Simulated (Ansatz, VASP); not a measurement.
# Pb, level by level in two programs

```
CELL_PARAMETERS angstrom
3.52579 0.00000 0.00000
-1.76290 3.05343 0.00000
0.00000 0.00000 5.66356
ATOMIC_POSITIONS crystal
Pb 0.66667 0.33333 0.75000
Pb 0.33333 0.66667 0.25000
```

This isn't the form of Pb at room conditions, which is fcc.

Single points on this cell with VASP 6.6.1 and Ansatz 0.2.0. Each row is one pair of runs. Alike in all rows: spin: off; k mesh: 9 × 9 × 5; smearing: fermi-dirac, width 0.05 eV; Ansatz's potentials, cutoff: Ansatz PAW, 420 eV.

| level | VASP's potentials, cutoff | gap on the k mesh at the Fermi level (eV), VASP | gap on the k mesh at the Fermi level (eV), Ansatz | pressure (GPa), VASP | pressure (GPa), Ansatz | largest component of the traceless stress (GPa), VASP | largest component of the traceless stress (GPa), Ansatz |
| --- | --- | --- | --- | --- | --- | --- | --- |
| LDA | VASP PAW LDA potentials, release 64 (Pb_d), 520 eV | none | none | -2.2 | -2.2 | 1.86 | 1.76 |
| PBE | VASP PAW PBE potentials, release 64 (Pb_d), 520 eV | none | none | 2.1 | 2.1 | 1.96 | 1.99 |
| PBEsol | VASP PAW PBE potentials, release 64 (Pb_d), 520 eV | none | none | -0.8 | -0.7 | 1.91 | 1.94 |

Pressure (GPa): the two programs differ by at most 0.06; largest component of the traceless stress (GPa): the two programs differ by at most 0.099.

A gap of «none» marks a metal or a gap that the smearing closes.

Caveats: the PAW data sets were made with another functional, which shifts forces and pressure a little (VASP); the PAW data sets come from PBE, with cores solved anew for the run's functional, which leaves a small shift of forces and pressure (Ansatz).
